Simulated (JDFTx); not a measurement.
Input of a JDFTx 1.7.0 (patched build) run:

The input MgO.in:

```
lattice \
    0.0000000000     3.9627583152     3.9627583152 \
    3.9627583152     0.0000000000     3.9627583152 \
    3.9627583152     3.9627583152     0.0000000000
coords-type Cartesian
ion Mg     0.0000000000     0.0000000000     0.0000000000 1
ion O      3.9627583152     3.9627583152     3.9627583152 1

ion-species pseudo/Mg.upf
ion-species pseudo/O.upf
elec-cutoff 40 320
elec-ex-corr mgga-x-task lda-c-pw
kpoint-folding 11 11 11
elec-smearing Fermi 0.0018374661
elec-n-bands 14
electronic-SCF nIterations 100 energyDiffThreshold 1e-09
electronic-minimize nIterations 30 energyDiffThreshold 1e-7
converge-empty-states yes
forces-output-coords Cartesian

dump-name run.$VAR
dump End Ecomponents EigStats BandEigs Kpoints Forces Stress ElecDensity KEdensity
```

Potentials or basis: SG15-PBE-1.2.

Launch:

```bash
$ jdftx -c 1 -i MgO.in -o MgO.out
```

(1) Estimate the band gap on the k mesh.

(2) Predict the pressure.

Results:

(1) 7.23 eV, direct.

(2) 24.6 GPa.

Caveat: the cutoff is short for these files and lowers the pressure by up to 1 GPa; so large a pressure means that the cell lies far from this level's equilibrium, or that cutoff or potentials fall short; the potentials were made for another functional, which shifts forces and pressure.

**Measured values to compare with.**

“Electronic structure of alkaline earth and post-transition metal oxides”, 2009, arxiv:0908.1581 quotes, for a bulk crystal of MgO: band gap 7.83 eV.

Against the measured gap of MgO, 7.83 eV (quoted in “Electronic structure of alkaline earth and post-transition metal oxides”, 2009, arxiv:0908.1581), the calculated 7.23 eV is off by -0.60 eV. The value is that of TASK, without temperature or zero-point motion. The cell is a database's relaxed one, not the measured one, which moves gaps too.
